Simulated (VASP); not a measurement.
# PbS (Galena) (Fm-3m) in VASP: a series of runs, part 2 of 8

VASP 6.6.1. The steps go on from the part before.

## Step 11: Equation of state, PBEsol, 26.87 Å³/atom

File INCAR:

```
PREC     = Accurate       # precision mode
ENCUT    = 500            # plane-wave cutoff, eV
EDIFF    = 1E-7           # SCF threshold, eV
ISMEAR   = 0              # smearing method
SIGMA    = 0.05           # smearing width, eV
LREAL    = F              # projectors in reciprocal space
LASPH    = T              # aspherical terms in the spheres
NELM     = 100            # most SCF steps
ALGO     = Normal         # electronic algorithm
ISIF     = 2              # what is computed and relaxed
LWAVE    = F              # write WAVECAR
LCHARG   = F              # write CHGCAR
GGA      = PS             # functional
ADDGRID  = F
```

File KPOINTS:

```
Automatic mesh
0
Gamma
  11 11 11
```

File POSCAR:

```
PbS
1.0
    0.0000000000      2.9951157712      2.9951157712
    2.9951157712      0.0000000000      2.9951157712
    2.9951157712      2.9951157712      0.0000000000
Pb S
1 1
Direct
    0.0000000000      0.0000000000      0.0000000000
    0.5000000000      0.5000000000      0.5000000000
```

On the command line:

```console
> cat potpaw_PBE.64/Pb_d/POTCAR potpaw_PBE.64/S/POTCAR > POTCAR
> mpirun -np 1 vasp_std > vasp.out
```

It took 13 s on 1 thread of Intel Xeon 6975P-C (Granite Rapids), shared host; peak memory 0.19 GiB.

The run converged, but some of its settings lie outside the range that counts as converged, so its numbers aren't taken as properties of the crystal.

Results:

```
Free energy : -9.4392 eV
Pressure    : -2.4 GPa
```

Caveat: this odd mesh misses L, where the gap lies, so gap, dielectric constants and Born charges aren't listed; the PAW data sets were made with another functional, which shifts forces and pressure a little.

## Step 12: Equation of state, PBEsol, 25.30 Å³/atom

INCAR, as its differences from that of step 11:

```diff
@@ -1,3 +1,3 @@
 PREC     = Accurate       # precision mode
-ENCUT    = 500            # plane-wave cutoff, eV
+ENCUT    = 600            # plane-wave cutoff, eV
 EDIFF    = 1E-7           # SCF threshold, eV
```

KPOINTS is that of step 11.

File POSCAR:

```
PbS
1.0
    0.0000000000      2.9357908810      2.9357908810
    2.9357908810      0.0000000000      2.9357908810
    2.9357908810      2.9357908810      0.0000000000
Pb S
1 1
Direct
    0.0000000000      0.0000000000      0.0000000000
    0.5000000000      0.5000000000      0.5000000000
```

Potentials or basis: VASP PAW PBE potentials, release 64 (Pb_d, S).

On the command line:

```console
> cat potpaw_PBE.64/Pb_d/POTCAR potpaw_PBE.64/S/POTCAR > POTCAR
> mpirun -np 1 vasp_std > vasp.out
```

Wall time 18 s (1 thread of Intel Xeon 6975P-C (Granite Rapids), shared host); peak memory 0.23 GiB.

These settings aren't checked as converged: the numbers below hold their error.

What came out:

```
Free energy : -9.4549 eV
Pressure    : 1.0 GPa
```

Caveat: this odd mesh misses L, where the gap lies, so gap, dielectric constants and Born charges aren't listed; the PAW data sets were made with another functional, which shifts forces and pressure a little.

## Step 13: Equation of state, PBEsol, 26.87 Å³/atom

INCAR is that of step 12.

KPOINTS is that of step 12.

File POSCAR:

```
PbS
1.0
    0.0000000000      2.9951157712      2.9951157712
    2.9951157712      0.0000000000      2.9951157712
    2.9951157712      2.9951157712      0.0000000000
Pb S
1 1
Direct
    0.0000000000      0.0000000000      0.0000000000
    0.5000000000      0.5000000000      0.5000000000
```

On the command line:

```console
> cat potpaw_PBE.64/Pb_d/POTCAR potpaw_PBE.64/S/POTCAR > POTCAR
> mpirun -np 1 vasp_std > vasp.out
```

Wall time 19 s (1 thread of Intel Xeon 6975P-C (Granite Rapids), shared host); peak memory 0.23 GiB.

These settings aren't checked as converged: the numbers below hold their error.

What came out:

```
Free energy : -9.4397 eV
Pressure    : -2.4 GPa
```

Caveat: this odd mesh misses L, where the gap lies, so gap, dielectric constants and Born charges aren't listed; the PAW data sets were made with another functional, which shifts forces and pressure a little.

## Step 14: Equation of state, PBEsol, 25.30 Å³/atom

INCAR, as its differences from that of step 13:

```diff
@@ -1,3 +1,3 @@
 PREC     = Accurate       # precision mode
-ENCUT    = 600            # plane-wave cutoff, eV
+ENCUT    = 900            # plane-wave cutoff, eV
 EDIFF    = 1E-7           # SCF threshold, eV
```

File KPOINTS:

```
Automatic mesh
0
Gamma
  10 10 10
```

File POSCAR:

```
PbS
1.0
    0.0000000000      2.9357908810      2.9357908810
    2.9357908810      0.0000000000      2.9357908810
    2.9357908810      2.9357908810      0.0000000000
Pb S
1 1
Direct
    0.0000000000      0.0000000000      0.0000000000
    0.5000000000      0.5000000000      0.5000000000
```

On the command line:

```console
> cat potpaw_PBE.64/Pb_d/POTCAR potpaw_PBE.64/S/POTCAR > POTCAR
> mpirun -np 1 vasp_std > vasp.out
```

It took 30 s on 1 thread of Intel Xeon 6975P-C (Granite Rapids), shared host; peak memory 0.3 GiB.

These settings aren't checked as converged: the numbers below hold their error.

Results:

- Free energy: -9.4547 eV
- Pressure: 1.0 GPa
- Band gap on the k mesh: 0.14 eV, direct

Caveat: the PAW data sets were made with another functional, which shifts forces and pressure a little; spin-orbit coupling is left out, which as a rule narrows the gap of such compounds by several tenths of an eV.

## Step 15: Equation of state, PBEsol, 26.87 Å³/atom

INCAR is that of step 14.

KPOINTS is that of step 14.

File POSCAR:

```
PbS
1.0
    0.0000000000      2.9951157712      2.9951157712
    2.9951157712      0.0000000000      2.9951157712
    2.9951157712      2.9951157712      0.0000000000
Pb S
1 1
Direct
    0.0000000000      0.0000000000      0.0000000000
    0.5000000000      0.5000000000      0.5000000000
```

Potentials or basis: VASP PAW PBE potentials, release 64 (Pb_d, S).

On the command line:

```console
> cat potpaw_PBE.64/Pb_d/POTCAR potpaw_PBE.64/S/POTCAR > POTCAR
> mpirun -np 1 vasp_std > vasp.out
```

It took 32 s on 1 thread of Intel Xeon 6975P-C (Granite Rapids), shared host; peak memory 0.3 GiB.

The run converged, but some of its settings lie outside the range that counts as converged, so its numbers aren't taken as properties of the crystal.

Results:

| Quantity | Value |
| --- | --- |
| Free energy | -9.4397 eV |
| Pressure | -2.4 GPa |
| Band gap on the k mesh | 0.36 eV, direct |

Caveat: the PAW data sets were made with another functional, which shifts forces and pressure a little; spin-orbit coupling is left out, which as a rule narrows the gap of such compounds by several tenths of an eV.

## Step 16: Equation of state, PBEsol, 25.30 Å³/atom

INCAR, as its differences from that of step 15:

```diff
@@ -1,3 +1,3 @@
 PREC     = Accurate       # precision mode
-ENCUT    = 900            # plane-wave cutoff, eV
+ENCUT    = 200            # plane-wave cutoff, eV
 EDIFF    = 1E-7           # SCF threshold, eV
```

File KPOINTS:

```
Automatic mesh
0
Gamma
  2 2 2
```

File POSCAR:

```
PbS
1.0
    0.0000000000      2.9357908810      2.9357908810
    2.9357908810      0.0000000000      2.9357908810
    2.9357908810      2.9357908810      0.0000000000
Pb S
1 1
Direct
    0.0000000000      0.0000000000      0.0000000000
    0.5000000000      0.5000000000      0.5000000000
```

On the command line:

```console
> cat potpaw_PBE.64/Pb_d/POTCAR potpaw_PBE.64/S/POTCAR > POTCAR
> mpirun -np 1 vasp_std > vasp.out
```

It took 1.8 s on 1 thread of Intel Xeon 6975P-C (Granite Rapids), shared host; peak memory 0.11 GiB.

The run converged, but a check on its numbers failed (symmetry, net force, bounds or a known fault of this set-up), so they aren't taken as properties of the crystal.

Caveat: the k mesh is coarse (spacing up to 0.93 Å⁻¹), so the values aren't converged; the cutoff lies under the usual one of these potentials, so the numbers hold a large basis-set error; the PAW data sets were made with another functional, which shifts forces and pressure a little; spin-orbit coupling is left out, which as a rule narrows the gap of such compounds by several tenths of an eV.

## Step 17: Equation of state, PBEsol, 26.87 Å³/atom

INCAR is that of step 16.

KPOINTS is that of step 16.

File POSCAR:

```
PbS
1.0
    0.0000000000      2.9951157712      2.9951157712
    2.9951157712      0.0000000000      2.9951157712
    2.9951157712      2.9951157712      0.0000000000
Pb S
1 1
Direct
    0.0000000000      0.0000000000      0.0000000000
    0.5000000000      0.5000000000      0.5000000000
```

On the command line:

```console
> cat potpaw_PBE.64/Pb_d/POTCAR potpaw_PBE.64/S/POTCAR > POTCAR
> mpirun -np 1 vasp_std > vasp.out
```

It took 1.9 s on 1 thread of Intel Xeon 6975P-C (Granite Rapids), shared host; peak memory 0.12 GiB.

The run converged, but a check on its numbers failed (symmetry, net force, bounds or a known fault of this set-up), so they aren't taken as properties of the crystal.

Caveat: the k mesh is coarse (spacing up to 0.91 Å⁻¹), so the values aren't converged; the cutoff lies under the usual one of these potentials, so the numbers hold a large basis-set error; the PAW data sets were made with another functional, which shifts forces and pressure a little; spin-orbit coupling is left out, which as a rule narrows the gap of such compounds by several tenths of an eV.

## Step 18: Equation of state, PBEsol, 25.30 Å³/atom

INCAR, as its differences from that of step 17:

```diff
@@ -1,3 +1,3 @@
 PREC     = Accurate       # precision mode
-ENCUT    = 200            # plane-wave cutoff, eV
+ENCUT    = 300            # plane-wave cutoff, eV
 EDIFF    = 1E-7           # SCF threshold, eV
```

KPOINTS is that of step 17.

File POSCAR:

```
PbS
1.0
    0.0000000000      2.9357908810      2.9357908810
    2.9357908810      0.0000000000      2.9357908810
    2.9357908810      2.9357908810      0.0000000000
Pb S
1 1
Direct
    0.0000000000      0.0000000000      0.0000000000
    0.5000000000      0.5000000000      0.5000000000
```

Potentials or basis: VASP PAW PBE potentials, release 64 (Pb_d, S).

On the command line:

```console
> cat potpaw_PBE.64/Pb_d/POTCAR potpaw_PBE.64/S/POTCAR > POTCAR
> mpirun -np 1 vasp_std > vasp.out
```

It took 2.1 s on 1 thread of Intel Xeon 6975P-C (Granite Rapids), shared host; peak memory 0.12 GiB.

These settings aren't checked as converged: the numbers below hold their error.

What came out:

| Quantity | Value |
| --- | --- |
| Free energy | -7.9756 eV |
| Pressure | 4.5 GPa |
| Band gap on the k mesh | 0.01 eV, direct |

Caveat: the k mesh is coarse (spacing up to 0.93 Å⁻¹), so the values aren't converged; the cutoff is under 1.25 times the usual one of these potentials, so pressure, stress and relaxed cells hold a basis-set (Pulay) error; the PAW data sets were made with another functional, which shifts forces and pressure a little; spin-orbit coupling is left out, which as a rule narrows the gap of such compounds by several tenths of an eV.

## Step 19: Equation of state, PBEsol, 26.87 Å³/atom

INCAR is that of step 18.

KPOINTS is that of step 18.

File POSCAR:

```
PbS
1.0
    0.0000000000      2.9951157712      2.9951157712
    2.9951157712      0.0000000000      2.9951157712
    2.9951157712      2.9951157712      0.0000000000
Pb S
1 1
Direct
    0.0000000000      0.0000000000      0.0000000000
    0.5000000000      0.5000000000      0.5000000000
```

On the command line:

```console
> cat potpaw_PBE.64/Pb_d/POTCAR potpaw_PBE.64/S/POTCAR > POTCAR
> mpirun -np 1 vasp_std > vasp.out
```

It took 2.3 s on 1 thread of Intel Xeon 6975P-C (Granite Rapids), shared host; peak memory 0.13 GiB.

These settings aren't checked as converged: the numbers below hold their error.

Results:

```yaml
Free_energy: -8.0772 eV
Pressure: 4.4 GPa
Band_gap_on_the_k_mesh: 0.12 eV, direct
```

Caveat: the k mesh is coarse (spacing up to 0.91 Å⁻¹), so the values aren't converged; the cutoff is under 1.25 times the usual one of these potentials, so pressure, stress and relaxed cells hold a basis-set (Pulay) error; the PAW data sets were made with another functional, which shifts forces and pressure a little; spin-orbit coupling is left out, which as a rule narrows the gap of such compounds by several tenths of an eV.

## Step 20: Equation of state, PBEsol, 25.30 Å³/atom

INCAR, as its differences from that of step 19:

```diff
@@ -1,3 +1,3 @@
 PREC     = Accurate       # precision mode
-ENCUT    = 300            # plane-wave cutoff, eV
+ENCUT    = 350            # plane-wave cutoff, eV
 EDIFF    = 1E-7           # SCF threshold, eV
```

KPOINTS is that of step 19.

File POSCAR:

```
PbS
1.0
    0.0000000000      2.9357908810      2.9357908810
    2.9357908810      0.0000000000      2.9357908810
    2.9357908810      2.9357908810      0.0000000000
Pb S
1 1
Direct
    0.0000000000      0.0000000000      0.0000000000
    0.5000000000      0.5000000000      0.5000000000
```

On the command line:

```console
> cat potpaw_PBE.64/Pb_d/POTCAR potpaw_PBE.64/S/POTCAR > POTCAR
> mpirun -np 1 vasp_std > vasp.out
```

Wall time 2.7 s (1 thread of Intel Xeon 6975P-C (Granite Rapids), shared host); peak memory 0.14 GiB.

The run converged, but some of its settings lie outside the range that counts as converged, so its numbers aren't taken as properties of the crystal.

What came out:

* Free energy: -7.9739 eV
* Pressure: 4.6 GPa
* Band gap on the k mesh: 0.01 eV, direct

Caveat: the k mesh is coarse (spacing up to 0.93 Å⁻¹), so the values aren't converged; the PAW data sets were made with another functional, which shifts forces and pressure a little; spin-orbit coupling is left out, which as a rule narrows the gap of such compounds by several tenths of an eV.

## Step 21: Equation of state, PBEsol, 26.87 Å³/atom

INCAR is that of step 20.

KPOINTS is that of step 20.

File POSCAR:

```
PbS
1.0
    0.0000000000      2.9951157712      2.9951157712
    2.9951157712      0.0000000000      2.9951157712
    2.9951157712      2.9951157712      0.0000000000
Pb S
1 1
Direct
    0.0000000000      0.0000000000      0.0000000000
    0.5000000000      0.5000000000      0.5000000000
```

Potentials or basis: VASP PAW PBE potentials, release 64 (Pb_d, S).

On the command line:

```console
> cat potpaw_PBE.64/Pb_d/POTCAR potpaw_PBE.64/S/POTCAR > POTCAR
> mpirun -np 1 vasp_std > vasp.out
```

Wall time 2.7 s (1 thread of Intel Xeon 6975P-C (Granite Rapids), shared host); peak memory 0.14 GiB.

The run converged, but some of its settings lie outside the range that counts as converged, so its numbers aren't taken as properties of the crystal.

What came out:

```
Free energy            : -8.0785 eV
Pressure               : 4.6 GPa
Band gap on the k mesh : 0.12 eV, direct
```

Caveat: the k mesh is coarse (spacing up to 0.91 Å⁻¹), so the values aren't converged; the PAW data sets were made with another functional, which shifts forces and pressure a little; spin-orbit coupling is left out, which as a rule narrows the gap of such compounds by several tenths of an eV.

## Step 22: Equation of state, PBEsol, 25.30 Å³/atom

INCAR, as its differences from that of step 21:

```diff
@@ -1,3 +1,3 @@
 PREC     = Accurate       # precision mode
-ENCUT    = 350            # plane-wave cutoff, eV
+ENCUT    = 400            # plane-wave cutoff, eV
 EDIFF    = 1E-7           # SCF threshold, eV
```

KPOINTS is that of step 21.

File POSCAR:

```
PbS
1.0
    0.0000000000      2.9357908810      2.9357908810
    2.9357908810      0.0000000000      2.9357908810
    2.9357908810      2.9357908810      0.0000000000
Pb S
1 1
Direct
    0.0000000000      0.0000000000      0.0000000000
    0.5000000000      0.5000000000      0.5000000000
```

On the command line:

```console
> cat potpaw_PBE.64/Pb_d/POTCAR potpaw_PBE.64/S/POTCAR > POTCAR
> mpirun -np 1 vasp_std > vasp.out
```

Wall time 2.7 s (1 thread of Intel Xeon 6975P-C (Granite Rapids), shared host); peak memory 0.14 GiB.

These settings aren't checked as converged: the numbers below hold their error.

What came out:

| Item | Value |
| --- | --- |
| Free energy | -7.9755 eV |
| Pressure | 4.9 GPa |
| Band gap on the k mesh | 0.01 eV, direct |

Caveat: the k mesh is coarse (spacing up to 0.93 Å⁻¹), so the values aren't converged; the PAW data sets were made with another functional, which shifts forces and pressure a little; spin-orbit coupling is left out, which as a rule narrows the gap of such compounds by several tenths of an eV.

## Step 23: Equation of state, PBEsol, 26.87 Å³/atom

INCAR is that of step 22.

KPOINTS is that of step 22.

File POSCAR:

```
PbS
1.0
    0.0000000000      2.9951157712      2.9951157712
    2.9951157712      0.0000000000      2.9951157712
    2.9951157712      2.9951157712      0.0000000000
Pb S
1 1
Direct
    0.0000000000      0.0000000000      0.0000000000
    0.5000000000      0.5000000000      0.5000000000
```

On the command line:

```console
> cat potpaw_PBE.64/Pb_d/POTCAR potpaw_PBE.64/S/POTCAR > POTCAR
> mpirun -np 1 vasp_std > vasp.out
```

Wall time 2.8 s (1 thread of Intel Xeon 6975P-C (Granite Rapids), shared host); peak memory 0.14 GiB.

The run converged, but some of its settings lie outside the range that counts as converged, so its numbers aren't taken as properties of the crystal.

Results:

```yaml
Free_energy: -8.0796 eV
Pressure: 4.9 GPa
Band_gap_on_the_k_mesh: 0.12 eV, direct
```

Caveat: the k mesh is coarse (spacing up to 0.91 Å⁻¹), so the values aren't converged; the PAW data sets were made with another functional, which shifts forces and pressure a little; spin-orbit coupling is left out, which as a rule narrows the gap of such compounds by several tenths of an eV.

## Step 24: Equation of state, PBEsol, 25.30 Å³/atom

INCAR, as its differences from that of step 23:

```diff
@@ -1,3 +1,3 @@
 PREC     = Accurate       # precision mode
-ENCUT    = 400            # plane-wave cutoff, eV
+ENCUT    = 200            # plane-wave cutoff, eV
 EDIFF    = 1E-7           # SCF threshold, eV
```

File KPOINTS:

```
Automatic mesh
0
Gamma
  3 3 3
```

File POSCAR:

```
PbS
1.0
    0.0000000000      2.9357908810      2.9357908810
    2.9357908810      0.0000000000      2.9357908810
    2.9357908810      2.9357908810      0.0000000000
Pb S
1 1
Direct
    0.0000000000      0.0000000000      0.0000000000
    0.5000000000      0.5000000000      0.5000000000
```

Potentials or basis: VASP PAW PBE potentials, release 64 (Pb_d, S).

On the command line:

```console
> cat potpaw_PBE.64/Pb_d/POTCAR potpaw_PBE.64/S/POTCAR > POTCAR
> mpirun -np 1 vasp_std > vasp.out
```

It took 1.4 s on 1 thread of Intel Xeon 6975P-C (Granite Rapids), shared host; peak memory 0.12 GiB.

The run converged, but a check on its numbers failed (symmetry, net force, bounds or a known fault of this set-up), so they aren't taken as properties of the crystal.

Caveat: the k mesh is coarse (spacing up to 0.62 Å⁻¹), so the values aren't converged; the cutoff lies under the usual one of these potentials, so the numbers hold a large basis-set error; this odd mesh misses L, where the gap lies, so gap, dielectric constants and Born charges aren't listed; the PAW data sets were made with another functional, which shifts forces and pressure a little.

## Step 25: Equation of state, PBEsol, 26.87 Å³/atom

INCAR is that of step 24.

KPOINTS is that of step 24.

File POSCAR:

```
PbS
1.0
    0.0000000000      2.9951157712      2.9951157712
    2.9951157712      0.0000000000      2.9951157712
    2.9951157712      2.9951157712      0.0000000000
Pb S
1 1
Direct
    0.0000000000      0.0000000000      0.0000000000
    0.5000000000      0.5000000000      0.5000000000
```

On the command line:

```console
> cat potpaw_PBE.64/Pb_d/POTCAR potpaw_PBE.64/S/POTCAR > POTCAR
> mpirun -np 1 vasp_std > vasp.out
```

Run time: 1.4 s. Hardware: 1 thread of Intel Xeon 6975P-C (Granite Rapids), shared host; peak memory 0.12 GiB.

The run converged, but a check on its numbers failed (symmetry, net force, bounds or a known fault of this set-up), so they aren't taken as properties of the crystal.

Caveat: the k mesh is coarse (spacing up to 0.61 Å⁻¹), so the values aren't converged; the cutoff lies under the usual one of these potentials, so the numbers hold a large basis-set error; this odd mesh misses L, where the gap lies, so gap, dielectric constants and Born charges aren't listed; the PAW data sets were made with another functional, which shifts forces and pressure a little.

## Step 26: Equation of state, PBEsol, 25.30 Å³/atom

INCAR, as its differences from that of step 25:

```diff
@@ -1,3 +1,3 @@
 PREC     = Accurate       # precision mode
-ENCUT    = 200            # plane-wave cutoff, eV
+ENCUT    = 500            # plane-wave cutoff, eV
 EDIFF    = 1E-7           # SCF threshold, eV
```

File KPOINTS:

```
Automatic mesh
0
Gamma
  2 2 2
```

File POSCAR:

```
PbS
1.0
    0.0000000000      2.9357908810      2.9357908810
    2.9357908810      0.0000000000      2.9357908810
    2.9357908810      2.9357908810      0.0000000000
Pb S
1 1
Direct
    0.0000000000      0.0000000000      0.0000000000
    0.5000000000      0.5000000000      0.5000000000
```

On the command line:

```console
> cat potpaw_PBE.64/Pb_d/POTCAR potpaw_PBE.64/S/POTCAR > POTCAR
> mpirun -np 1 vasp_std > vasp.out
```

Run time: 3.1 s. Hardware: 1 thread of Intel Xeon 6975P-C (Granite Rapids), shared host; peak memory 0.16 GiB.

The run converged, but some of its settings lie outside the range that counts as converged, so its numbers aren't taken as properties of the crystal.

Results:

```
Free energy            : -7.9754 eV
Pressure               : 4.9 GPa
Band gap on the k mesh : 0.01 eV, direct
```

Caveat: the k mesh is coarse (spacing up to 0.93 Å⁻¹), so the values aren't converged; the PAW data sets were made with another functional, which shifts forces and pressure a little; spin-orbit coupling is left out, which as a rule narrows the gap of such compounds by several tenths of an eV.

(Continued in part 3 of 8.)
